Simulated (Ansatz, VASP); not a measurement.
**Two plane-wave programs on MnO**

```
CELL_PARAMETERS angstrom
3.37170 0.00000 0.00000
-1.68585 2.91998 0.00000
0.00000 0.00000 5.38550
ATOMIC_POSITIONS crystal
Mn 0.33333 0.66667 0.01096
Mn 0.66667 0.33333 0.51096
O 0.33333 0.66667 0.37547
O 0.66667 0.33333 0.87547
```

Alike in both runs: task single point; functional PBE; k mesh 6 × 6 × 4; occupations gaussian, width 0.05 eV; collinear spin.

|  | VASP | Ansatz |
| --- | --- | --- |
| version | VASP 6.6.1 | Ansatz 0.2.0 |
| potentials or method | VASP PAW PBE potentials, release 64 (Mn_pv, O) | scalar-relativistic, plane waves, PAW |
| plane-wave cutoff (eV) | 520 | 420 |
| valence electrons in the cell | 38 | 42 |

|  | VASP | Ansatz | Ansatz less VASP |
| --- | --- | --- | --- |
| gap on the k mesh at the Fermi level (eV) | none | none | - |
| pressure (GPa) | 0.0 | -0.5 | -0.46 |
| largest component of the traceless stress (GPa) | 0.44 | 0.23 | -0.211 |
| rms of the force components (eV/Å) | 0.066 | 0.051 | -0.0150 |
| net moment per atom (μB) | 0.00 | 0.00 | 0.000 |
| size of the moment on the site where the two differ most (μB) | 4.23 | 3.70 | -0.531 |

Site moments also hang on the region over which each program counts them. Atom by atom the forces differ by 0.015 eV/Å (rms over components). A gap of «none» marks a metal or a gap that the smearing closes. The two sets of potentials don't hold the same shells in valence.

Caveats: semilocal functionals often make such compounds metallic where correlation or magnetic order opens a gap, which also shifts bond lengths. With open d or f shells a metallic result of PBE can be an artefact of self-interaction; +U or a hybrid may open a gap.
